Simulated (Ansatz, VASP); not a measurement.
## One calculation of Cs, two programs

The input INCAR:

```
SYSTEM = Cs
  ALGO = Normal
  EDIFF = 1E-7
  ENCUT = 520
  GGA = CA
  ISIF = 2
  ISMEAR = -1
  LASPH = .True.
  LCHARG = .False.
  LREAL = .False.
  LWAVE = .False.
  NBANDS = 10
  NELM = 100
  PREC = Accurate
  SIGMA = 0.1
```

KPOINTS

```
k-points
0
Gamma
  10 10 10
  0 0 0
```

Contents of POSCAR:

```
Cs
1.0
    0.0000000000      3.3014456476      3.3014456476
    3.3014456476      0.0000000000      3.3014456476
    3.3014456476      3.3014456476      0.0000000000
Cs
1
Direct
    0.0000000000      0.0000000000      0.0000000000
```

Input for Ansatz:

```yaml
crystal:
  lattice:
    - [0.0, 3.3014456476, 3.3014456476]
    - [3.3014456476, 0.0, 3.3014456476]
    - [3.3014456476, 3.3014456476, 0.0]
  atoms:
    - { symbol: Cs, position: [0.0, 0.0, 0.0] }
kpoints:
  mp_grid: { grid: [10, 10, 10] }
scf:
  occupations: { method: fermi_dirac, width: 0.1 }
hamiltonian:
  xc: lda
  pseudopotentials: { kind: all_electron, lapw: { basis_error: 0.001 } }
output:
  forces: true
  stress: true
  eigenvalues: true
  populations: true
```

Change from the starting cell: volume scaled by 0.75, LAPW.

Alike in both runs: task single point; functional LDA; k mesh 10 × 10 × 10; occupations fermi-dirac, width 0.1 eV; no spin polarisation.

```csv
,VASP,Ansatz
version,VASP 6.6.1,Ansatz 0.2.0
potentials or method,"VASP PAW LDA potentials, release 64 (Cs_sv)","all-electron LAPW, scalar-relativistic"
plane-wave cutoff (eV),520,see its input
```

```csv
,VASP,Ansatz,Ansatz less VASP
pressure (GPa),1.0,1.0,+0.02
```

Ansatz ran all-electron here, so the differences hold the error of VASP's frozen core and of both bases.

Spin-orbit coupling is left out, which matters for the levels of Cs.
